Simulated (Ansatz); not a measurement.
Calculated with Ansatz: NbSi$_{2}$, single run

The input file (Ansatz 0.2.0, plane waves):

```yaml
crystal:
  lattice:
    - [4.77868171, 0.0, 0.0]
    - [-2.38934085, 4.13846395, 0.0]
    - [0.0, 0.0, 6.56794613]
  atoms:
    - { symbol: Si, position: [0.167, 0.334, 0.0] }
    - { symbol: Si, position: [0.833, 0.167, 0.66667] }
    - { symbol: Si, position: [0.666, 0.833, 0.33333] }
    - { symbol: Si, position: [0.833, 0.666, 0.0] }
    - { symbol: Si, position: [0.167, 0.833, 0.66667] }
    - { symbol: Si, position: [0.334, 0.167, 0.33333] }
    - { symbol: Nb, position: [0.5, 0.0, 0.0] }
    - { symbol: Nb, position: [0.5, 0.5, 0.66667] }
    - { symbol: Nb, position: [0.0, 0.5, 0.33333] }
  symmetry: { tolerance: 0.0003 }
kpoints:
  mp_grid: { grid: [4, 4, 3], shift: [0, 0, 0] }
magnetization:
  spin_polarized: false
scf:
  occupations: { method: fermi_dirac, width: 0.1291 }
  lower_state_search: light
  n_extra_bands: 8
hamiltonian:
  pseudopotentials: { kind: paw }
  xc: pbe
  hubbard: { sites: [{ species: Nb, l: d, u_eff: 6.0 }], double_counting: amf }
basis:
  ecutwfc: 420
output:
  forces: true
  stress: true
  eigenvalues: true
  write_density: true
  write_potential: true
  elf: true
  volumetric_format: npy
```

The command:

```bash
ansatz run input.yaml --threads 1 --pin off --max-ram 2560MiB --backend cpu --events-out ev --progress --plain --runs-dir out
```

Origin of the cell: a database entry, scaled a little.

Output (shortened):

```
Warning: the atoms were moved onto the symmetric positions of the space group found under crystal.symmetry.tolerance 3.0e-4 (fractional; no operation is sought that the atoms, as they stand i […]
Si: projections on atomic orbitals take those of the free atom [Ne] 3s2 3p2, of charge +0.00 (hamiltonian.pseudopotentials.projection_atoms); the dataset's partial waves leave at most 6.1e-8 […]
Nb: projections on atomic orbitals take those of the free atom [Ar 3d10] 4s2 4p6 4d4 5s1, of charge +0.00 (hamiltonian.pseudopotentials.projection_atoms); the dataset's partial waves leave at […]
scf.n_extra_bands = 8 over 32 filled bands (N_el = 63.0): the run solves 40 bands
Pseudopotentials: kind: paw
Pseudopotential: Si, paw, valence charge 4, recommended cutoff 420 eV (normal), Si.paw.azcp
Pseudopotential: Nb, paw, valence charge 13, recommended cutoff 420 eV (normal), Nb.paw.azcp
Functional definition: PBE
  exchange = pbe_x(kappa = kappa, mu = beta*pi^2/3)
  correlation = pbe_c(beta = beta)
Crystal: 9 atoms, lattice volume = 129.890 Å³
Basis set: ecut = 420 eV, 2523 PW (Γ), exchange–correlation on 64×64×90 points (8 copies of the dense FFT grid, shifted against one another)
[… 8 lines left out …]
Initial density: superposition of atomic densities (chi_scale 0.1, normalization cell, long waves of neutral atoms under a Hubbard term (reshape's long-wave potential 0.00 eV rms, cloud 2.75 Å wide))
Functional: x = pbe(κ = 0.804, μ = 0.219515), c = pbe(β = 0.066725)
SCF iter   1: F=—  HF=-17478.208325 eV  Δρ=5.77e-2  dr2=5.67e0
SCF iter   2: F=—  HF=-17476.919182 eV  Δρ=2.81e-2  dr2=9.02e-1
SCF iter   3: F=—  HF=-17476.758006 eV  Δρ=9.63e-3  dr2=1.03e-1
SCF iter   4: F=—  HF=-17476.761504 eV  Δρ=2.37e-3  dr2=4.85e-3
SCF iter   5: F=—  HF=-17476.768448 eV  Δρ=9.28e-4  dr2=8.46e-4
SCF iter   6: F=—  HF=-17476.769503 eV  Δρ=2.78e-4  dr2=1.66e-4
SCF iter   7: F=—  HF=-17476.769502 eV  Δρ=6.75e-5  dr2=5.72e-6
SCF iter   8: F=—  HF=-17476.769509 eV  Δρ=2.05e-5  dr2=2.94e-7
SCF iter   9: F=-17476.769510 eV  HF=-17476.769510 eV  Δρ=6.94e-6  dr2=2.93e-8
SCF 1 converged in 9 iterations: F = -17476.769510 eV  dr2 = 2.93e-8
SCF converged after 9 iterations
Free energy (F): -17476.769510 eV
Harris-Foulkes:  -17476.769510 eV  (|F-HF|=4.04e-8)
Internal energy: -17476.619221 eV  (E = F + TS)
E sigma→0 (E₀):  -17476.694366 eV
Entropy (-TS):   -0.150289 eV (-16.699 meV/atom)
Fermi energy:    14.755780 eV
--- Per-component energies (eV) ---
  E_band       = -132.991106
  E_kinetic    = 1448.008516
  E_local      = -2792.967933  (includes V_loc(G=0)·N_el)
  E_nonlocal   = 509.645731
  E_hartree    = 987.675479
  E_xc         = -870.046987
  E_vxc        = -936.165383  (∫ρ·V_xc dr)
  E_hubbard    = -0.301304  (on-site DFT+U / exact-exchange correction)
  E_vhub       = -0.602621  (the Hubbard potential's part of the band-sum identity)
  E_paw        = -12295.912689  (= ΣΔE_a)
  E_vpaw       = -336.263347  (= ΣTr[D̂ρ^β])
  E_aug_tail   = 0.000060  (compensation charges beyond the density's cutoff)
  E_ewald      = -4462.720093
  E_smearing   = -0.150289  (= −TS)
  Σ components = -17476.769510   (vs F -17476.769510, Δ=0.00e0)
DFT+U double counting: amf (around mean field; hamiltonian.hubbard.double_counting)
--- Forces (eV/Å), atoms counted from 1 ---
  atom   1  Si    -0.000000    -0.789819    -0.000000
  atom   2  Si     0.684003    -0.394909     0.000000
  atom   3  Si     0.684003     0.394909     0.000000
  atom   4  Si     0.000000     0.789819    -0.000000
  atom   5  Si    -0.684003     0.394909     0.000000
  atom   6  Si    -0.684003    -0.394909     0.000000
  atom   7  Nb     0.000000     0.000000    -0.000000
  atom   8  Nb     0.000000    -0.000000    -0.000000
  atom   9  Nb     0.000000     0.000000    -0.000000
  max |Σ_I F_I| component: 2.23e-16 eV/Å
--- Stress (GPa, compression-positive) ---
        3.957426      -0.000000       0.000000
       -0.000000       3.957426       0.000000
        0.000000       0.000000       5.600361
  P = ⅓ Tr σ = 4.5051 GPa (45.051 kbar)
Occupation matrices written to <dir>
```

Caveats: no moments, though an odd count or open d shells may carry them; the k mesh is coarse if the cell is a metal.

The run took 7.6 s on 1 thread of Arm Neoverse V1, on a shared host, peak memory 0.35 GiB, from the program's own first density.
